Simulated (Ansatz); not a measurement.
**KI: the cell at several levels of theory**

An exercise on one series of results from a longer session: the logs are not shown, and one member is left open.

Program: Ansatz 0.2.0. PAW datasets, plane waves, zero pressure. The calculation is spin-unpolarised, and the structure need not be a phase that has been made.

## The structure to begin with

It is cubic, F-43m (No. 216); conventional cell a = 7.516 Å, 53.07 Å³ an atom. Near K stand 4 I at 3.25 Å; near I stand 4 K at 3.25 Å.

Coordinates:

```cif
data_structure
_symmetry_space_group_name_H-M 'F-43m'
_symmetry_Int_Tables_number 216
_cell_length_a 7.5157
_cell_length_b 7.5157
_cell_length_c 7.5157
_cell_angle_alpha 90.000
_cell_angle_beta 90.000
_cell_angle_gamma 90.000
_cell_volume 424.53
loop_
_atom_site_label
_atom_site_type_symbol
_atom_site_symmetry_multiplicity
_atom_site_Wyckoff_symbol
_atom_site_fract_x
_atom_site_fract_y
_atom_site_fract_z
_atom_site_occupancy
K1 K 4 a 0.00000 0.00000 0.00000 1
I1 I 4 d 0.25000 0.25000 0.75000 1
```

Set-up of the first run:

The input, input.yaml:

```yaml
crystal:
  lattice:
    - [0.0, 3.7578574321, 3.7578574321]
    - [3.7578574321, 0.0, 3.7578574321]
    - [3.7578574321, 3.7578574321, 0.0]
  atoms:
    - { symbol: K, position: [0.0, 0.0, 0.0] }
    - { symbol: I, position: [0.25, 0.25, 0.25] }
kpoints:
  mp_grid: { grid: [6, 6, 6] }
hamiltonian:
  xc: pbe
scf:
  occupations: { method: fermi_dirac, width: 0.02 }
relax:
  f_tol: 0.005
  cell: {}
```

On the command line:

```console
ansatz run input.yaml --threads 2 --pin off --max-ram 2211MiB --backend cpu --events-out ev --progress --plain --runs-dir out
```

Steps of the session up to this table: Relaxation with PBE; r2SCAN: cell and atoms; PBEsol: cell and atoms; Relaxation with LDA; Relaxing with HSE06.

One of the session's tables, all rows but one given; the rest of the session is left out.

It belongs to the step «The cells side by side». 

| level | a (Å) | volume (Å³/atom) |
| --- | --- | --- |
| PBE | 7.995 | 63.874 |
| r2SCAN | 7.932 | 62.377 |
| PBEsol | 7.839 | 60.215 |
| LDA | 7.636 | 55.664 |
| HSE06 | ? | ? |

Estimate the missing values for HSE06.

The run gave: a (Å): 7.962; volume (Å³/atom): 63.103. In the column «a (Å)» it lies between r2SCAN (7.932) and PBE (7.995).

In words: The first relaxation changed the volume by +20.4 % from the start. The volume runs from LDA (least) to PBE (most), a spread of 14.7 %, or 4.7 % in length if all axes shared it alike. The meshes differ: PBE 6×6×6, r2SCAN 6×6×6, PBEsol 6×6×6, LDA 6×6×6, HSE06 4×4×4.

Limits of these values: Warnings in the runs' records: xc potential rough in thin density.
